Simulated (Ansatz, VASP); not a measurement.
**TePb in two plane-wave programs**

One calculation is typed for both programs; each brings its own data sets and cutoff. How far apart do they land? The cell is taken from a series of VASP runs on this material, whose earlier steps may have relaxed, scaled or displaced it; both programs get it as it stands.

Program: Ansatz 0.2.0. Level of theory: plane waves, with VASP 6.6.1 beside it; band structure at HSE06, spin-orbit coupling. Results are calculated unless marked as measured.

## 1. Starting point

The structure is cubic, space group Fm-3m (No. 225). Conventional cell: a = 6.462 Å, b = 6.462 Å, c = 6.462 Å, α = 90.00°, β = 90.00°, γ = 90.00°. Nearest to Pb lie 6 Te at 3.23 Å. Nearest to Te lie 6 Pb at 3.23 Å. Farther neighbours and most contacts between anions are not listed.

Structure file:

```
Pb Te
1.0
     0.00000    3.23100    3.23100
     3.23100    0.00000    3.23100
     3.23100    3.23100    0.00000
Pb Te
1 1
Direct
  0.00000 0.00000 0.00000
  0.50000 0.50000 0.50000
```

## 2. VASP: band structure, HSE06, spin-orbit coupling

The same path points are solved in both programs, so levels can be compared one by one.

Lines of VASP's logs that name or quote its potential files are left out, and so is its time.

The run reads the wave functions of an earlier VASP run, which isn't shown here.

File INCAR:

```
SYSTEM = TePb
PREC = Accurate
ENCUT = 350
EDIFF = 1E-06
NELM = 100
ISMEAR = 0
SIGMA = 0.03
LREAL = .FALSE.
ALGO = Normal
LHFCALC = .TRUE.
AEXX = 0.25
GGA = PE
HFSCREEN = 0.2
LASPH = .TRUE.
LNONCOLLINEAR = .TRUE.
MAGMOM = 0 0 0 0 0 0
NBANDS = 32
GGA_COMPAT = .FALSE.
LSORBIT = .TRUE.
PRECFOCK = Fast
LORBIT = 11
LWAVE = .FALSE.
LCHARG = .FALSE.
KPAR = 4
```

File POSCAR:

```
TePb
1.0
    0.0000000000      3.2310000000      3.2310000000
    3.2310000000      0.0000000000      3.2310000000
    3.2310000000      3.2310000000      0.0000000000
Pb Te
1 1
Direct
    0.0000000000      0.0000000000      0.0000000000
    0.5000000000      0.5000000000      0.5000000000
```

File KPOINTS:

```
Automatic mesh
0
Gamma
4 4 4
0 0 0
```

File KPOINTS_OPT:

```
Line mode
10
Line-mode
Reciprocal
  0.00000000   0.00000000   0.00000000 GAMMA
  0.50000000   0.00000000   0.50000000 X

  0.50000000   0.00000000   0.50000000 X
  0.50000000   0.25000000   0.75000000 W

  0.50000000   0.25000000   0.75000000 W
  0.37500000   0.37500000   0.75000000 K

  0.37500000   0.37500000   0.75000000 K
  0.00000000   0.00000000   0.00000000 GAMMA

  0.00000000   0.00000000   0.00000000 GAMMA
  0.50000000   0.50000000   0.50000000 L

  0.50000000   0.50000000   0.50000000 L
  0.62500000   0.25000000   0.62500000 U

  0.62500000   0.25000000   0.62500000 U
  0.50000000   0.25000000   0.75000000 W

  0.50000000   0.25000000   0.75000000 W
  0.50000000   0.50000000   0.50000000 L

  0.50000000   0.50000000   0.50000000 L
  0.37500000   0.37500000   0.75000000 K

  0.62500000   0.25000000   0.62500000 U
  0.50000000   0.00000000   0.50000000 X
```

Potentials, in the order of the species: Pb_d and Te (PBE family, release 64).

Run with:

```sh
mpirun -np 4 vasp_ncl
```

Numbers of over 12 decimals in the logs are rounded to 6 here.

The program printed:

```text
[banner, memory and clock lines left out]
running    4 mpi-ranks, on    1 nodes
 distrk:  each k-point on    1 cores,    4 groups
 distr:  one band on    1 cores,    1 groups

 POSCAR found type information on POSCAR PbTe
 POSCAR found :  2 types and       2 ions
 LDA part: xc-table for (Slater+PW92), standard interpolation
 found WAVECAR, reading the header
 POSCAR, INCAR and KPOINTS ok, starting setup
 FFT: planning ... GRIDC
 FFT: planning ... GRID_SOFT
 FFT: planning ... GRID
 reading WAVECAR
 the WAVECAR file was read successfully
 initial charge from wavefunction
 entering main loop
       N       E                     dE             d eps       ncg     rms          rms(c)
DAV:   1    -0.944715557091E+01   -0.94472E+01   -0.19789E+00   600   0.160E+01    0.938E+00
DAV:   2    -0.946592678321E+01   -0.18771E-01   -0.75416E-02   720   0.237E+00    0.633E+00
DAV:   3    -0.945895318498E+01    0.69736E-02   -0.88550E-03   712   0.119E+00    0.385E+00
DAV:   4    -0.945763230127E+01    0.13209E-02   -0.32680E-03   624   0.584E-01    0.232E+00
DAV:   5    -0.945754194540E+01    0.90356E-04   -0.74342E-04   712   0.279E-01    0.142E+00
DAV:   6    -0.945751066208E+01    0.31283E-04   -0.75214E-05   680   0.115E-01    0.854E-01
DAV:   7    -0.945750332233E+01    0.73397E-05   -0.13848E-05   648   0.501E-02    0.507E-01
DAV:   8    -0.945750641766E+01   -0.30953E-05   -0.52345E-06   592   0.227E-02    0.299E-01
DAV:   9    -0.945751099277E+01   -0.45751E-05   -0.16508E-06   552   0.113E-02    0.177E-01
DAV:  10    -0.945751464550E+01   -0.36527E-05   -0.45728E-07   376   0.632E-03    0.106E-01
DAV:  11    -0.945751682417E+01   -0.21787E-05   -0.25468E-07   352   0.463E-03    0.631E-02
DAV:  12    -0.945751816045E+01   -0.13363E-05   -0.14289E-07   352   0.395E-03    0.379E-02
DAV:  13    -0.945751896136E+01   -0.80091E-06   -0.91094E-08   352   0.287E-03
   1 F= -.94575190E+01 E0= -.94575190E+01  d E =-.153290E-12  mag=    -0.0000    -0.0000    -0.0000
 Start KPOINTS_OPT (optional k-point list driver)
k-point batch [1-8\100]
       N       E                     dE             ncg
DAV:   1     0.676378021516E+03   -0.64511E+03      512
DAV:   2    -0.881258408425E+03   -0.15576E+04      576
DAV:   3    -0.103388418695E+04   -0.15263E+03      648
DAV:   4    -0.104145582042E+04   -0.75716E+01      720
DAV:   5    -0.104165627338E+04   -0.20045E+00      728
DAV:   6    -0.104166268809E+04   -0.64147E-02      768
DAV:   7    -0.104166279125E+04   -0.10315E-03      712
DAV:   8    -0.104166279390E+04   -0.26508E-05      712
DAV:   9    -0.104166279399E+04   -0.94253E-07      440
[...]
k-point batch [97-100\100]
       N       E                     dE             ncg
DAV:   1     0.230549064109E+04   -0.17846E+04      264
DAV:   2     0.157669877682E+04   -0.72879E+03      272
DAV:   3     0.150862734013E+04   -0.68071E+02      352
DAV:   4     0.150570192699E+04   -0.29254E+01      336
DAV:   5     0.150561516078E+04   -0.86766E-01      384
DAV:   6     0.150561311966E+04   -0.20411E-02      408
DAV:   7     0.150561308169E+04   -0.37971E-04      384
DAV:   8     0.150561308065E+04   -0.10365E-05      344
DAV:   9     0.150561308059E+04   -0.65421E-07      224
```

Parts of OUTCAR (step 2):

```text
ion  position               nearest neighbor table
   1  0.000  0.000  0.000-   2 3.23   2 3.23   2 3.23   2 3.23   2 3.23   2 3.23
   2  0.500  0.500  0.500-   1 3.23   1 3.23   1 3.23   1 3.23   1 3.23   1 3.23

  LATTYP: Found a face centered cubic cell.
 ALAT       =     6.4620000000

 Subroutine GETGRP returns: Found 48 space group operations
 (whereof 48 operations were pure point group operations)

The static configuration has the point symmetry O_h .

 Found      8 irreducible k-points:

   k-points           NKPTS =      8   k-points in BZ     NKDIM =     64   number of bands    NBANDS=     32

   dimension x,y,z NGX =    28 NGY =   28 NGZ =   28
   dimension x,y,z NGXF=    56 NGYF=   56 NGZF=   56

   ENCUT  =  350.0 eV  25.72 Ry    5.07 a.u.   6.97  6.97  6.97*2*pi/ulx,y,z

   NELECT =      20.0000    total number of electrons

 k-points in reciprocal lattice and weights: Automatic mesh
   0.00000000  0.00000000  0.00000000       0.016
   0.25000000  0.00000000  0.00000000       0.125
   0.50000000  0.00000000  0.00000000       0.062
   0.25000000  0.25000000  0.00000000       0.094
   0.50000000  0.25000000  0.00000000       0.375
  -0.25000000  0.25000000  0.00000000       0.188
   0.50000000  0.50000000  0.00000000       0.047
  -0.25000000  0.50000000  0.25000000       0.094

  exchange ACFDT corr.  =         0.00000000  see jH, gK, PRB 81, 115126

 average (electrostatic) potential at core
       1 -85.8631       2 -84.3880

 E-fermi :   5.6310

 k-point     1 :       0.0000    0.0000    0.0000
  band No.  band energies     occupation
    ...
     16       2.9781      1.00000
     17       4.0831      1.00000
     18       4.0831      1.00000
     19       4.0831      1.00000
     20       4.0831      1.00000
     21       8.7322      0.00000
     22       8.7322      0.00000
     23      10.7308      0.00000
     24      10.7308      0.00000
     25      10.7308      0.00000
    ...

 k-point     2 :       0.2500    0.0000    0.0000
  band No.  band energies     occupation
    ...
     16       3.4100      1.00000
     17       4.2233      1.00000
     18       4.2233      1.00000
     19       4.7557      1.00000
     20       4.7557      1.00000
     21       7.1294      0.00000
     22       7.1294      0.00000
     23       8.4099      0.00000
     24       8.4099      0.00000
     25       8.7525      0.00000
    ...

 k-point     3 :       0.5000    0.0000    0.0000
  band No.  band energies     occupation
    ...
     16       3.8616      1.00000
     17       4.4630      1.00000
     18       4.4630      1.00000
     19       5.4145      1.00000
     20       5.4145      1.00000
     21       5.7738      0.00000
     22       5.7738      0.00000
     23       6.9885      0.00000
     24       6.9885      0.00000
     25       7.4837      0.00000
    ...

  energy-cutoff  :      350.00
  volume of cell :       67.46
      direct lattice vectors                 reciprocal lattice vectors
     0.000000000  3.231000000  3.231000000    -0.154750851  0.154750851  0.154750851
     3.231000000  0.000000000  3.231000000     0.154750851 -0.154750851  0.154750851
     3.231000000  3.231000000  0.000000000     0.154750851  0.154750851 -0.154750851

 POSITION                                       TOTAL-FORCE (eV/Angst)
 -----------------------------------------------------------------------------------
      0.00000      0.00000      0.00000         0.000000      0.000000      0.000000
      3.23100      3.23100      3.23100         0.000000      0.000000     -0.000000
 -----------------------------------------------------------------------------------
    total drift:                               -0.000001     -0.000002     -0.000001

  FREE ENERGIE OF THE ION-ELECTRON SYSTEM (eV)
  ---------------------------------------------------
  free  energy   TOTEN  =        -9.4575189614 eV

  energy  without entropy=       -9.4575189614  energy(sigma->0) =       -9.45751896

 Spin-Orbit-Coupling matrix elements
 Ion:    1  E_soc:     -0.7743011
 Ion:    2  E_soc:     -0.1856379

 total charge
# of ion       s       p       d       tot
------------------------------------------
    1        1.489   0.556   9.839  11.883
    2        1.336   2.147   0.017   3.500
--------------------------------------------------
tot          2.825   2.702   9.856  15.383

 magnetization (x)
# of ion       s       p       d       tot
------------------------------------------
    1        0.000   0.000  -0.000   0.000
    2       -0.000  -0.000  -0.000  -0.000
--------------------------------------------------
tot         -0.000  -0.000  -0.000  -0.000

 magnetization (y)
# of ion       s       p       d       tot
------------------------------------------
    1        0.000   0.000   0.000   0.000
    2        0.000   0.000  -0.000   0.000
--------------------------------------------------
tot          0.000   0.000   0.000   0.000

 magnetization (z)
# of ion       s       p       d       tot
------------------------------------------
    1        0.000   0.000  -0.000   0.000
    2        0.000  -0.000   0.000   0.000
--------------------------------------------------
tot          0.000  -0.000  -0.000   0.000

[... 3 further parts left out ...]
```

(Continued in part 2 of 2.)

[Lines on the potential files, build, host, timing and source positions are cut from VASP's logs without a mark.]

[Logs are printed without paths, hosts, clocks, repeated set-up lines and the standing remarks that a program may print on its own settings, such as how far it seeks lower states.]

[Hosts, paths, dates, database ids (printed as entryN), source tags and the programs' standing remarks are cut or masked in the printed files.]
